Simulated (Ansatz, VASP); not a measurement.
**One calculation of H4C, two programs**

```xyz
40
Lattice="7.3877 0.0000 0.0000 0.0000 7.3877 0.0000 0.0000 0.0000 7.3877" Properties=species:S:1:pos:R:3 pbc="T T T"
C     3.2774    4.8106    2.8709
C     5.3276    1.8343    1.8893
C     2.6144    1.6783    6.7613
C     1.3556    5.8134    6.8217
C     6.6407    3.4876    5.4432
C     1.4335    1.6979    2.8763
C     6.8779    5.6251    2.4570
C     4.7546    0.0029    4.8370
H     3.9315    5.1358    3.6905
H     2.6957    3.9331    3.1848
H     3.8942    4.5475    2.0002
H     2.5882    5.6270    2.6067
H     5.1688    0.8215    1.4945
H     5.8931    1.7654    2.8299
H     4.3579    2.3171    2.0749
H     5.9004    2.4320    1.1622
H     3.1782    1.1524    7.5433
H     2.4615    0.9990    5.9159
H     3.1809    2.5609    6.4336
H     1.6410    1.9910    7.1656
H     2.3936    6.0330    6.5325
H     1.0316    6.5374    7.5815
H     1.2869    4.7961    7.2263
H     0.7074    5.8895    5.9366
H     6.0945    4.4385    5.5229
H     7.5162    3.6240    4.7898
H     5.9840    2.7100    5.0149
H     6.9794    3.1774    6.4452
H     2.0217    1.4625    3.7762
H     0.8918    0.8066    2.5333
H     2.1000    2.0412    2.0735
H     0.7086    2.4891    3.1143
H     7.4477    6.3983    2.9904
H     6.2672    5.0620    3.1739
H     7.5753    4.9490    1.9464
H     6.2240    6.1046    1.7165
H     4.0864    0.1012    3.9684
H     5.7370   -0.3420    4.4910
H     4.3308   -0.7241    5.5474
H     4.8471    0.9754    5.3434
```

Alike in both runs: functional LDA; k mesh 1 × 1 × 1; occupations fermi-dirac, width 0.02 eV; no spin polarisation.

Ansatz relaxed the structure, and its values are those at the end. VASP's run is a single point on that final structure, the one shown.

```csv
,VASP,Ansatz
version,VASP 6.6.1,Ansatz 0.2.0
potentials or method,"VASP PAW LDA potentials, release 64 (C, H)","scalar-relativistic, plane waves, PAW"
plane-wave cutoff (eV),520,420
valence electrons in the cell,64,64
```

```tsv
	VASP	Ansatz	Ansatz less VASP
rms of the force components (eV/Å)	0.032	0.037	+0.0051
```
